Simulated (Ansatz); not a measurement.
Below is a relaxed structure of Sb. The cell was found from a structure generator's guess, not taken from experiment.

Method: DFT PBE, scalar-relativistic, plane waves, PAW in Ansatz. Cutoff 420 eV, Γ-centred mesh, Gaussian smearing, no spin polarisation.

```
Sb
1.0
     3.08415    0.00000    0.00000
     0.00000    6.26103    0.00000
     0.00000    0.00000    8.55491
Sb
5
Direct
  0.50000 0.75136 0.31831
  0.50000 0.24864 0.31831
  0.50000 0.75136 0.68169
  0.50000 0.24864 0.68169
  0.50000 0.50000 0.00000
```

Energies count from the standard state of Sb at the same level.

**Question.** Find its symmetry and describe it.

**Answer.** Pmmm (No. 47). Conventional cell: a = 3.084 Å, b = 6.261 Å, c = 8.555 Å. Sb on a site of symmetry m is surrounded by 6 Sb at 3.08–3.15 Å; around Sb on a site of symmetry mmm lie 6 Sb at 3.08–3.15 Å.

**Question.** How far does it lie from the standard state of Sb?

**Answer.** +0.13 eV/atom. It lies above the standard state, so it could only be metastable.

**Question.** Is it a metal?

**Answer.** Yes, bands cross the Fermi level on the 12×6×6 mesh.

**Question.** From what recipe could a structure generator have reached it?

**Answer.** One such recipe: 6-connected net of one element (Pmmm, No. 47). Other recipes can lead to the same cell.

The last run used a 12×6×6 mesh (in the run's order of axes) for its 5-atom cell and Gaussian smearing of 0.10 eV. These runs have no spin–orbit coupling, which can matter for Sb. A later test with randomly moved atoms came back to the same energy, though modes that don't fit the test's cell weren't probed.
